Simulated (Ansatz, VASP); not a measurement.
NaI in VASP and in Ansatz

```
Na I
1.0
     0.00000    3.54319    3.54319
     3.54319    0.00000    3.54319
     3.54319    3.54319    0.00000
Na I
1 1
Cartesian
  0.0000 0.0000 0.0000
  1.7716 1.7716 1.7716
```

Alike in both runs: task single point; functional PBE; k mesh 6 × 6 × 6; no spin polarisation.

|  | VASP | Ansatz |
| --- | --- | --- |
| version | VASP 6.6.1 | Ansatz 0.2.0 |
| potentials or method | VASP PAW PBE potentials, release 64 (Na_pv, I) | plane waves, PAW |
| plane-wave cutoff (eV) | 520 | 420 |
| occupations | gaussian, width 0.01 eV | fixed |
| valence electrons in the cell | 14 | 26 |

|  | VASP | Ansatz | Ansatz less VASP |
| --- | --- | --- | --- |
| gap on the k mesh at the Fermi level (eV) | 3.82 | 3.83 | +0.003 |
| pressure (GPa) | 0.4 | 0.4 | -0.01 |

The two sets of potentials don't hold the same shells in valence.

Caveats: spin-orbit coupling is left out, which moves the levels of the heavy elements. PBE gaps usually lie below the measured ones, often by a third to a half.
